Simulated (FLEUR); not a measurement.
# HgTe (Coloradoite) (F-43m) in FLEUR: a series of runs

The runs below take HgTe (Coloradoite) through band structure, equation of state, with PBE.

Program: FLEUR MaX-R8.1 (later development tree). These are calculated values, not measurements. Logs are shortened: lines on timing, memory, paths and dates and some standing lists are left out, and cuts for length are marked.

**1. The structure**

It takes space group F-43m (No. 216, cubic). Conventional cell: a = 6.429 Å, b = 6.429 Å, c = 6.429 Å, α = 90.00°, β = 90.00°, γ = 90.00°. Hg (site symmetry -43m) is surrounded by 4 Te at 2.78 Å. Te (site symmetry -43m) has 4 Hg at 2.78 Å as nearest neighbours.

**2. Band structure, PBE**

Input file inp.xml:

```xml
<?xml version="1.0" encoding="UTF-8" standalone="no"?>
<fleurInput fleurInputVersion="0.39">
   <comment>
      HgTe                                                                                                
   </comment>
   <calculationSetup>
      <cutoffs Kmax="4.14" Gmax="12.8" GmaxXC="12.8" numbands="0"/>
      <scfLoop itmax="60" minDistance="0.00001" maxIterBroyd="15" imix="Anderson" alpha="0.05" precondParam="0.0" spinf="2.0" sdNocoIR="T"/>
      <coreElectrons ctail="T" frcor="F" kcrel="0" coretail_lmax="0"/>
      <xcFunctional name="pbe" relativisticCorrections="F"/>
      <magnetism jspins="1"/>
      <soc l_soc="F" theta="0.0" phi="0.0" spav="F"/>
      <expertModes spex="0" secvar="F"/>
      <geometryOptimization l_f="F" forcealpha="1.0" forcemix="BFGS" epsdisp="0.00001" epsforce="0.00001"/>
      <ldaU l_linMix="F" mixParam="0.05" spinf="1.0"/>
   </calculationSetup>
   <cell>
      <bzIntegration valenceElectrons="42.0" mode="hist" fermiSmearingEnergy="0.00183747">
         <kPointListSelection listName="default-1"/>
         <!-- k-points included here -->
         <xi:include xmlns:xi="http://www.w3.org/2001/XInclude" href="kpts.xml"> </xi:include>
      </bzIntegration>
      <!-- symmetry operations included here -->
      <xi:include xmlns:xi="http://www.w3.org/2001/XInclude" href="sym.xml"> </xi:include>
      <bulkLattice scale="1.0">
         <bravaisMatrix>
            <row-1>    0.0000000000000000     6.0745246275267002     6.0745246275267002</row-1>
[... 31 lines left out ...]
         <lo type="SCLO" l="1" n="4" eDeriv="1"/>
         <lo type="SCLO" l="2" n="4" eDeriv="0"/>
         <lo type="SCLO" l="2" n="4" eDeriv="1"/>
         <lo type="SCLO" l="0" n="5" eDeriv="2"/>
         <lo type="SCLO" l="3" n="4" eDeriv="2"/>
      </species>
   </atomSpecies>
   <atomGroups>
      <atomGroup species="Mercury (Hg)">
         <relPos label="                   1">.0000000000 .0000000000 .0000000000</relPos>
         <force calculate="T" relaxXYZ="TTT"/>
      </atomGroup>
      <atomGroup species="Tellurium (Te)">
         <relPos label="                   2">-1.000/4.000 -1.000/4.000 -1.000/4.000</relPos>
         <force calculate="T" relaxXYZ="TTT"/>
      </atomGroup>
   </atomGroups>
   <output dos="F" band="F" slice="F">
      <checks vchk="F" cdinf="F"/>
      <bandDOS minEnergy="-.5*Htr" maxEnergy="0.5*Htr" sigma="0.015" storeEVData="T"/>
      <vacuumDOS vacdos="F" integ="F" star="F" nstars="0" locx1="0.0" locy1="0.0" locx2="0.0" locy2="0.0" nstm="0" tworkf="0.0"/>
      <unfoldingBand unfoldBand="F" supercellX="1" supercellY="1" supercellZ="1"/>
      <plotting iplot="0" polar="F">
         <plot TwoD="T" vec1="  1.0  0.0  0.0" vec2="  0.0  1.0  0.0" vec3="  0.0  0.0  1.0" zero="  0.0  0.0  0.0" file="plot"/>
      </plotting>
      <chargeDensitySlicing numkpt="0" minEigenval="0.0" maxEigenval="0.0" nnne="0" pallst="F"/>
      <specialOutput eonly="F"/>
      <moessbauerParams electricFieldGradient="T" isomerShift="T" coreHyperfine="T" valenceHyperfine="T"/>
      <magneticCircularDichroism mcd="F" energyLo="-10.0" energyUp="0.0"/>
   </output>
  <!-- We include the file relax.xml here to enable relaxations (see documentation) -->
  <xi:include xmlns:xi="http://www.w3.org/2001/XInclude" href="relax.xml"> <xi:fallback/> </xi:include>
</fleurInput>
```

Input file crystal.txt:

```
HgTe
&input cartesian=F /
0.0000000000  3.2145000000  3.2145000000
3.2145000000  0.0000000000  3.2145000000
3.2145000000  3.2145000000  0.0000000000
1.8897261246
1.0 1.0 1.0

2
80 0.0000000000  0.0000000000  0.0000000000
52 0.7500000000  0.7500000000  0.7500000000

&kpt div1=7 div2=7 div3=7 gamma=T /
```

Input file inp.xml (bands):

```
<?xml version="1.0" encoding="UTF-8" standalone="no"?>
<fleurInput fleurInputVersion="0.39">
   <comment>
      HgTe                                                                                                
   </comment>
   <calculationSetup>
      <cutoffs Kmax="4.14" Gmax="12.8" GmaxXC="12.8" numbands="0"/>
      <scfLoop itmax="60" minDistance="0.00001" maxIterBroyd="15" imix="Anderson" alpha="0.05" precondParam="0.0" spinf="2.0" sdNocoIR="T"/>
      <coreElectrons ctail="T" frcor="F" kcrel="0" coretail_lmax="0"/>
      <xcFunctional name="pbe" relativisticCorrections="F"/>
      <magnetism jspins="1"/>
      <soc l_soc="F" theta="0.0" phi="0.0" spav="F"/>
      <expertModes spex="0" secvar="F"/>
      <geometryOptimization l_f="F" forcealpha="1.0" forcemix="BFGS" epsdisp="0.00001" epsforce="0.00001"/>
      <ldaU l_linMix="F" mixParam="0.05" spinf="1.0"/>
   </calculationSetup>
   <cell>
      <bzIntegration valenceElectrons="42.0" mode="hist" fermiSmearingEnergy="0.00183747">
         <kPointListSelection listName="path-1"/>
         <!-- k-points included here -->
         <xi:include xmlns:xi="http://www.w3.org/2001/XInclude" href="kpts.xml"> </xi:include>
      </bzIntegration>
      <!-- symmetry operations included here -->
      <xi:include xmlns:xi="http://www.w3.org/2001/XInclude" href="sym.xml"> </xi:include>
      <bulkLattice scale="1.0">
         <bravaisMatrix>
            <row-1>    0.0000000000000000     6.0745246275267002     6.0745246275267002</row-1>
[... 32 lines left out ...]
         <lo type="SCLO" l="2" n="4" eDeriv="0"/>
         <lo type="SCLO" l="2" n="4" eDeriv="1"/>
         <lo type="SCLO" l="0" n="5" eDeriv="2"/>
         <lo type="SCLO" l="3" n="4" eDeriv="2"/>
      </species>
   </atomSpecies>
   <atomGroups>
      <atomGroup species="Mercury (Hg)">
         <relPos label="                   1">.0000000000 .0000000000 .0000000000</relPos>
         <force calculate="T" relaxXYZ="TTT"/>
      </atomGroup>
      <atomGroup species="Tellurium (Te)">
         <relPos label="                   2">-1.000/4.000 -1.000/4.000 -1.000/4.000</relPos>
         <force calculate="T" relaxXYZ="TTT"/>
      </atomGroup>
   </atomGroups>
   <output dos="F" band="T" slice="F">
      <checks vchk="F" cdinf="F"/>
      <bandDOS minEnergy="-.5*Htr" maxEnergy="0.5*Htr" sigma="0.015" storeEVData="T"/>
      <vacuumDOS vacdos="F" integ="F" star="F" nstars="0" locx1="0.0" locy1="0.0" locx2="0.0" locy2="0.0" nstm="0" tworkf="0.0"/>
      <unfoldingBand unfoldBand="F" supercellX="1" supercellY="1" supercellZ="1"/>
      <plotting iplot="0" polar="F">
         <plot TwoD="T" vec1="  1.0  0.0  0.0" vec2="  0.0  1.0  0.0" vec3="  0.0  0.0  1.0" zero="  0.0  0.0  0.0" file="plot"/>
      </plotting>
      <chargeDensitySlicing numkpt="0" minEigenval="0.0" maxEigenval="0.0" nnne="0" pallst="F"/>
      <specialOutput eonly="F"/>
      <moessbauerParams electricFieldGradient="T" isomerShift="T" coreHyperfine="T" valenceHyperfine="T"/>
      <magneticCircularDichroism mcd="F" energyLo="-10.0" energyUp="0.0"/>
   </output>
  <!-- We include the file relax.xml here to enable relaxations (see documentation) -->
  <xi:include xmlns:xi="http://www.w3.org/2001/XInclude" href="relax.xml"> <xi:fallback/> </xi:include>
</fleurInput>
```

Potentials or basis: all-electron, FLAPW.

Command:

```console
> inpgen -f crystal.txt -profile fastHighL
> # inp.xml edited to the form shown
> fleur_MPI
> fleur_MPI   # second run, on inp.xml (bands)
```

The program printed:

```text
Welcome to FLEUR        (www.flapw.de)
      MaX-Release 8.1          (www.max-centre.eu)

 ========== k-point set info ==========
 Selected k-point list: default-1
 k-point list type: mesh
 7 x 7 x 7
 Number of k points: 20

 ------------Calculation Setup---------------------------
 Number of MPI-tasks      :            1
 Number of PE/node        :            1
 Number of OMP-threads    :            1
 Most efficient MPI parallelization for:
           1           2           4           5          10          20
 Additional eigenvalue parallelization possible
 Number of basis functions:          632
 Approximate size of matrices (H+S) per k-point:         0.012 GB
 --------------------------------------------------------
 Iteration:     1   Distance:       8.80020619 me/bohr^3
 Iteration:     2   Distance:       8.12794717 me/bohr^3
 Iteration:     3   Distance:       4.10364551 me/bohr^3
 Iteration:     4   Distance:       1.12746356 me/bohr^3
 Iteration:     5   Distance:       0.88991135 me/bohr^3
 Iteration:     6   Distance:       0.14344437 me/bohr^3
 Iteration:     7   Distance:       0.07766850 me/bohr^3
 Iteration:     8   Distance:       0.03558118 me/bohr^3
 Iteration:     9   Distance:       0.00521542 me/bohr^3
 Iteration:    10   Distance:       0.00244807 me/bohr^3
 Iteration:    11   Distance:       0.00142566 me/bohr^3
 Iteration:    12   Distance:       0.00015998 me/bohr^3
 Iteration:    13   Distance:       0.00010832 me/bohr^3
 Iteration:    14   Distance:       0.00001652 me/bohr^3
 Iteration:    15   Distance:       0.00000193 me/bohr^3

 ********************************************************************
 Run finished successfully
 Stop message:
   all done
 ********************************************************************
```

output (bands):

```text
Welcome to FLEUR        (www.flapw.de)
      MaX-Release 8.1          (www.max-centre.eu)

 ========== k-point set info ==========
 Selected k-point list: path-1
 k-point list type: path
 Number of k points: 60

 ------------Calculation Setup---------------------------
 Number of MPI-tasks      :            1
 Number of PE/node        :            1
 Number of OMP-threads    :            1
 Most efficient MPI parallelization for:
           1           2           3           4           5           6          10          12          15          20          30          60
 Additional eigenvalue parallelization possible
 Number of basis functions:          636
 Approximate size of matrices (H+S) per k-point:         0.012 GB
 --------------------------------------------------------
 Fermi energy correction for metals:
 Fermi energy in bands.* files may not be consistent with last density.
 Please correct it manually (e.g. in band.gnu file).

 Note: Band structure data (together with different weights) is also stored in the banddos.hdf file.
       A convenient way of extracting and plotting the data from that file is by making use of the

 ********************************************************************
 Run finished successfully
 Stop message:
   Charge density postprocessing done.
 ********************************************************************
```

out.xml (last iteration):

```text
<iteration numberForCurrentRun="   15" overallNumber="   15">
         <energyParameters units="Htr">
            <atomicEP atomType="1" spin="1" branch="6s" branchLowest="-4.02" branchHighest="1.40" value="-0.0311960251"/>
            <atomicEP atomType="1" spin="1" branch="6p" branchLowest="-2.10" branchHighest="2.44" value="0.1530275134"/>
            <atomicEP atomType="1" spin="1" branch="5d" branchLowest="-12.47" branchHighest="0.18" value="-0.0350320677"/>
            <atomicEP atomType="1" spin="1" branch="5f" branchLowest="-3.21" branchHighest="2.43" value="0.4532424257"/>
            <loAtomicEP atomType="1" spin="1" branch="5s" branchLowest="-27.89" branchHighest="-4.02" value="-4.0202097115"/>
            <loAtomicEP atomType="1" spin="1" branch="5p" branchLowest="-20.82" branchHighest="-2.10" value="-2.1741477124"/>
            <loAtomicEP atomType="1" spin="1" branch="5p" branchLowest="-20.82" branchHighest="-2.10" value="-2.1741477124"/>
            <loAtomicEP atomType="1" spin="1" branch="5d" branchLowest="-12.47" branchHighest="0.18" value="-0.0562260285"/>
            <loAtomicEP atomType="1" spin="1" branch="5f" branchLowest="-3.21" branchHighest="2.43" value="0.4532371652"/>
            <atomicEP atomType="2" spin="1" branch="5s" branchLowest="-5.65" branchHighest="0.42" value="-0.2269630137"/>
            <atomicEP atomType="2" spin="1" branch="5p" branchLowest="-3.81" branchHighest="1.10" value="0.0526911958"/>
            <atomicEP atomType="2" spin="1" branch="5d" branchLowest="-1.12" branchHighest="2.30" value="0.2824516931"/>
            <atomicEP atomType="2" spin="1" branch="4f" branchLowest="-9.99" branchHighest="1.57" value="0.4382609444"/>
            <loAtomicEP atomType="2" spin="1" branch="4p" branchLowest="-29.13" branchHighest="-3.81" value="-3.8268487402"/>
            <loAtomicEP atomType="2" spin="1" branch="4p" branchLowest="-29.13" branchHighest="-3.81" value="-3.8268487402"/>
            <loAtomicEP atomType="2" spin="1" branch="4d" branchLowest="-20.18" branchHighest="-1.12" value="-1.1421911502"/>
            <loAtomicEP atomType="2" spin="1" branch="4d" branchLowest="-20.18" branchHighest="-1.12" value="-1.1421911502"/>
            <loAtomicEP atomType="2" spin="1" branch="5s" branchLowest="-5.65" branchHighest="0.42" value="-0.2269630137"/>
            <loAtomicEP atomType="2" spin="1" branch="4f" branchLowest="-9.99" branchHighest="1.57" value="0.4382611764"/>
         </energyParameters>
         <eigenvalues>
            <eigenvaluesAt spin="1" ikpt="1" k_x="0.00000000" k_y="0.00000000" k_z="0.00000000">
                      -4.0201891448       -3.8152916169       -3.8152916169       -3.8152916169       -2.1226151581
                      -2.1226151581       -2.1226151581       -1.1453129119       -1.1453129119       -1.1453129119
                      -1.1449941413       -1.1449941413       -0.2380478401       -0.0667849039       -0.0667849039
                      -0.0667849039       -0.0465566481       -0.0465566481        0.1816505482        0.2069045451
                       0.2069045451        0.2069045451        0.3618326535        0.3618326535        0.3618326535
                       0.4443928731        0.5644028152        0.5644028152        0.5685923609        0.5685923609
                       0.5685923609        0.6520020938        0.8743933423
            </eigenvaluesAt>
            <eigenvaluesAt spin="1" ikpt="2" k_x="0.00000000" k_y="0.00000000" k_z="0.14285714">
                      -4.0201891396       -3.8152916202       -3.8152915732       -3.8152915732       -2.1226163472
                      -2.1226148330       -2.1226148330       -1.1453172559       -1.1453110747       -1.1453110747
[... 75 lines left out ...]
               <shell n="3" l="0" isomerShift="72401.02183"/>
               <shell n="3" l="1" isomerShift="6044.55405"/>
               <shell n="4" l="0" isomerShift="18515.63619"/>
               <shell n="3" l="2" isomerShift="0.00250"/>
               <shell n="4" l="1" isomerShift="1523.55316"/>
               <shell n="4" l="2" isomerShift="0.00068"/>
               <shell n="4" l="3" isomerShift="0.00000"/>
            </coreIsomerShift>
            <coreIsomerShift atomType="2" isTotal="232178.60591">
               <shell n="1" l="0" isomerShift="201660.49108"/>
               <shell n="2" l="0" isomerShift="24008.84582"/>
               <shell n="2" l="1" isomerShift="632.51414"/>
               <shell n="3" l="0" isomerShift="4745.14922"/>
               <shell n="3" l="1" isomerShift="135.56187"/>
               <shell n="4" l="0" isomerShift="996.04375"/>
               <shell n="3" l="2" isomerShift="0.00003"/>
            </coreIsomerShift>
            <isomerShift atomType="1" nucleusRadius="0.0001383" averageDensity="2522872.27772"/>
            <isomerShift atomType="2" nucleusRadius="0.0001189" averageDensity="232294.82835"/>
            <electricFieldGradient atomType="1" VXX="0.00000" VYY="0.00000" VZZ="0.00000" asymParam="0.00000">
            </electricFieldGradient>
            <electricFieldGradient atomType="2" VXX="0.00000" VYY="0.00000" VZZ="0.00000" asymParam="0.00000">
            </electricFieldGradient>
         </moessbauerParams>
         <totalEnergy                                    value="   -26458.6872690414" units="Htr">
            <sumOfEigenvalues                            value="   -16246.7846197810">
               <coreElectrons value="-16191.3495802592"/>
               <valenceElectrons value="-55.4350395218"/>
            </sumOfEigenvalues>
            <densityCoulombPotentialIntegral value="-45405.1343714538"/>
            <densityEffectivePotentialIntegral value="-46124.2786001166"/>
            <chargeDenXCDenIntegral value="-549.9454324028"/>
            <FockExchangeEnergyValence value="0.0000000000"/>
            <FockExchangeEnergyCore value="0.0000000000"/>
            <atomTypeDependentContributions atomType="1">
               <electronNucleiInteractionDifferentMTs value="24777.7203362988"/>
               <MadelungTerm value="-41.2563919139"/>
            </atomTypeDependentContributions>
            <atomTypeDependentContributions atomType="2">
               <electronNucleiInteractionDifferentMTs value="8237.5118463479"/>
               <MadelungTerm value="-27.1800566866"/>
            </atomTypeDependentContributions>
            <tkbTimesEntropy value="0.0000252758"/>
            <freeEnergy value="-26458.6872943172"/>
            <extrapolationTo0K value="-26458.6872816793"/>
         </totalEnergy>
         <densityConvergence units="me/bohr^3">
            <chargeDensity spin="1" distance="0.0000019276"/>
         </densityConvergence>
      </iteration>
```

It took 97 s on 1 thread of Arm Neoverse V2, shared host; peak memory 0.08 GiB.

Results:

```
Free energy                                           : -719977.5595 eV
Band gap along the path                               : none (metal or under the smearing width)
Valence electrons inside the program's atomic spheres : Hg 17.87; Te 19.73 (radii Hg 2.37, Te 2.51 bohr)
```

Levels at the corners of the path, in eV from the Fermi level:
| point | band 18 | band 19 | band 20 | band 21 | band 22 | band 23 | band 24 | band 25 |
| --- | --- | --- | --- | --- | --- | --- | --- | --- |
| Γ | -6.94 | -0.73 | -0.04 | -0.04 | -0.04 | 4.18 | 4.18 | 4.18 |
| X | -6.46 | -5.56 | -2.38 | -2.38 | 1.86 | 2.41 | 8.22 | 8.91 |
| W | -6.29 | -5.66 | -2.79 | -2.66 | 3.12 | 4.58 | 5.26 | 6.12 |
| K | -6.37 | -5.60 | -3.04 | -1.99 | 2.21 | 3.98 | 7.01 | 7.18 |
| Γ | -6.94 | -0.73 | -0.04 | -0.04 | -0.04 | 4.18 | 4.18 | 4.18 |
| L | -6.62 | -5.64 | -1.06 | -1.06 | 0.67 | 5.00 | 5.00 | 6.79 |
| U | -6.37 | -5.60 | -3.04 | -1.99 | 2.21 | 3.98 | 7.01 | 7.18 |
| W | -6.29 | -5.66 | -2.79 | -2.66 | 3.12 | 4.58 | 5.26 | 6.12 |
| L | -6.62 | -5.64 | -1.06 | -1.06 | 0.67 | 5.00 | 5.00 | 6.79 |
| K | -6.37 | -5.60 | -3.04 | -1.99 | 2.21 | 3.98 | 7.01 | 7.18 |
| U | -6.37 | -5.60 | -3.04 | -1.99 | 2.21 | 3.98 | 7.01 | 7.18 |
| X | -6.46 | -5.56 | -2.38 | -2.38 | 1.86 | 2.41 | 8.22 | 8.91 |

Core levels (eV from the Fermi level):
```tsv
atom	levels
1 Hg	1s1/2 -83046.5, 2s1/2 -14704.0, 2p1/2 -14104.9, 2p3/2 -12156.8, 3s1/2 -3486.9, 3p1/2 -3217.7, 3p3/2 -2786.2, 4s1/2 -764.6, 3d3/2 -2341.6, 3d5/2 -2249.2, 4p1/2 -649.3, 4p3/2 -545.1, 4d3/2 -356.9, 4d5/2 -337.5, 4f5/2 -95.3, 4f7/2 -91.1
2 Te	1s1/2 -31602.8, 2s1/2 -4840.9, 2p1/2 -4535.1, 2p3/2 -4260.6, 3s1/2 -959.6, 3p1/2 -833.9, 3p3/2 -782.8, 4s1/2 -159.5, 3d3/2 -561.2, 3d5/2 -550.5
```

Caveat: spin-orbit coupling is left out, which moves the levels of the heavy elements.

**3. Equation of state, PBE, 31.22 Å³/atom (volume scaled by 0.94)**

Changes to inp.xml since step 2:

```diff
@@ -6,3 +6,3 @@
    <calculationSetup>
-      <cutoffs Kmax="4.14" Gmax="12.8" GmaxXC="12.8" numbands="0"/>
+      <cutoffs Kmax="4.26" Gmax="13.2" GmaxXC="13.2" numbands="0"/>
       <scfLoop itmax="60" minDistance="0.00001" maxIterBroyd="15" imix="Anderson" alpha="0.05" precondParam="0.0" spinf="2.0" sdNocoIR="T"/>
@@ -24,3 +24,3 @@
       <xi:include xmlns:xi="http://www.w3.org/2001/XInclude" href="sym.xml"> </xi:include>
-      <bulkLattice scale="1.0">
+      <bulkLattice scale="0.9795861087">
          <bravaisMatrix>
@@ -34,3 +34,3 @@
       <species name="Mercury (Hg)" element="Hg" atomicNumber="80">
-         <mtSphere radius="2.37" gridPoints="783" logIncrement="0.017"/>
+         <mtSphere radius="2.3" gridPoints="783" logIncrement="0.017"/>
          <atomicCutoffs lmax="9" lnonsphr="9"/>
@@ -48,3 +48,3 @@
       <species name="Tellurium (Te)" element="Te" atomicNumber="52">
-         <mtSphere radius="2.51" gridPoints="829" logIncrement="0.016"/>
+         <mtSphere radius="2.43" gridPoints="829" logIncrement="0.016"/>
          <atomicCutoffs lmax="10" lnonsphr="10"/>
```

Potentials or basis: all-electron, FLAPW.

Command:

```console
> inpgen -f crystal.txt -profile fastHighL
> # inp.xml edited to the form shown
> fleur_MPI
```

Wall time 82 s (1 thread of Arm Neoverse V2, shared host); peak memory 0.09 GiB.

Results (log left out):

| Property | Result |
| --- | --- |
| Free energy | -719977.3958 eV |
| Band gap on the k mesh | none (metal or under the smearing width) |
| Valence electrons inside the program's atomic spheres | Hg 17.68; Te 19.52 (radii Hg 2.3, Te 2.43 bohr) |

(Part 1 of 2 ends here.)
